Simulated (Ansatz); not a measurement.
Space group Fm-3m (No. 225). a = 7.461 Å, b = 7.461 Å, c = 7.461 Å, α = 90.00°, β = 90.00°, γ = 90.00°
```tsv
atom	site	symmetry	x	y	z
K	8c	-43m	0.2500	0.7500	0.7500
S	4a	m-3m	0.0000	0.0000	0.0000
```

Equation of state of this K$_{2}$S structure (not necessarily the ground state), with shape and atoms relaxed at each volume where symmetry leaves them free. Computed with Ansatz, DFT PBE, scalar-relativistic, plane waves, PAW.

Plane waves to 420 eV, a k mesh through Γ of 6×6×6 on the computed 3-atom cell and Gaussian smearing (0.02 eV); no spin polarisation.

| V (Å³/atom) | E − E(largest V) (meV/atom) | P (GPa) | gap on mesh (eV) |
| --- | --- | --- | --- |
| 30.461 | 19.70 | 3.11 | 2.65 |
| 31.499 | 2.78 | 2.14 | 2.57 |
| 32.537 | -8.31 | 1.31 | 2.48 |
| 33.576 | -14.47 | 0.61 | 2.40 |
| 34.614 | -16.42 | 0.01 | 2.32 |
| 35.653 | -14.81 | -0.50 | 2.25 |
| 36.691 | -10.16 | -0.93 | 2.18 |
| 38.076 | 0.00 | -1.41 | 2.09 |

**Question.** Fit a third-order Birch–Murnaghan equation to E(V).

**Answer.** V0 = 34.64 Å³/atom, B0 = 18 GPa, B0' = 4.4.

Cost: 8 runs of about 0.25 core-minutes in all, on Intel Xeon Platinum 8375C (Ice Lake) (shared hosts).